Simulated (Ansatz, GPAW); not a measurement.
Given: the input of a run of Ansatz 0.2.0 on FeO (Wuestite). 

Contents of input.yaml:

```yaml
crystal:
  lattice:
    - [0.0, 2.1554, 2.1554]
    - [2.1554, 0.0, 2.1554]
    - [2.1554, 2.1554, 0.0]
  atoms:
    - { symbol: Fe, position: [0.0, 0.0, 0.0], spin: 3.0 }
    - { symbol: O, position: [0.5, 0.5, 0.5] }
kpoints:
  mp_grid: { grid: [11, 11, 11] }
scf:
  occupations: { method: gaussian, width: 0.015 }
hamiltonian:
  xc: pbe
  pseudopotentials: { kind: all_electron, lapw: { basis_error: 0.001 } }
magnetization:
  spin_polarized: true
output:
  forces: true
  stress: true
  eigenvalues: true
```

Potentials or basis: all-electron LAPW, scalar-relativistic.

Run with:

```sh
$ ansatz run input.yaml --threads 2 --pin off --max-ram 6144MiB --backend cpu --events-out ev --progress --plain --runs-dir out
```

**Question.** Translate it to GPAW 26.7.0 (ASE script). Potentials or basis there: GPAW PAW data sets (gpaw-data 1.2.1), cutoff 800 eV.

**Answer.** As run (cutoffs and basis follow the program's own potentials, and thresholds, step limits or extra output files can differ):

Contents of run.py:

```python
from ase import Atoms
from ase.dft.bandgap import bandgap
from ase.io import write
from ase.units import GPa
from gpaw import GPAW, PW

atoms = Atoms(['Fe', 'O'],
              cell=[[0.0, 2.1554, 2.1554],
                    [2.1554, 0.0, 2.1554],
                    [2.1554, 2.1554, 0.0]],
              scaled_positions=[[0.0, 0.0, 0.0],
                                [0.5, 0.5, 0.5]],
              pbc=True)
atoms.set_initial_magnetic_moments([3.0, 0.0])

calc = GPAW(mode=PW(800),
            xc='PBE',
            kpts={'size': (11, 11, 11), 'gamma': True},
            occupations={'name': 'methfessel-paxton', 'order': 0, 'width': 0.015},
            nbands=17,
            convergence={'density': 1e-05, 'energy': 1e-05},
            maxiter=150,
            txt='gpaw.txt')
atoms.calc = calc
energy = atoms.get_potential_energy()
forces = atoms.get_forces()
stress = atoms.get_stress()
calc.write('gs.gpw')
write('result.traj', atoms)
print(f'Energy: {energy:.6f} eV')
print('Forces (eV/A):')
print(forces.round(4))
print('Stress (GPa):', (stress / GPa).round(3))
print('Moments:', calc.get_magnetic_moments().round(3))
print('Fermi level:', round(calc.get_fermi_level(), 4), 'eV')
print(f'Gap: {bandgap(calc)[0]:.4f} eV, direct: {bandgap(calc, direct=True)[0]:.4f} eV')
```

Potentials or basis: GPAW PAW data sets (gpaw-data 1.2.1), pw.

Command:

```console
$ OMP_NUM_THREADS=1 python run.py
```

Both were run:

|  | Ansatz | GPAW |
| --- | --- | --- |
| Pressure | -0.4 GPa | 0.8 GPa |
| Net moment | 4.00 μB per cell | 4.00 μB per cell |

Where Ansatz's input types no cutoff or centring, it takes its own default and a Γ-centred mesh.

The magnetic state is the one that the start led to; the real crystal's order can differ.

Pressure is positive in compression.
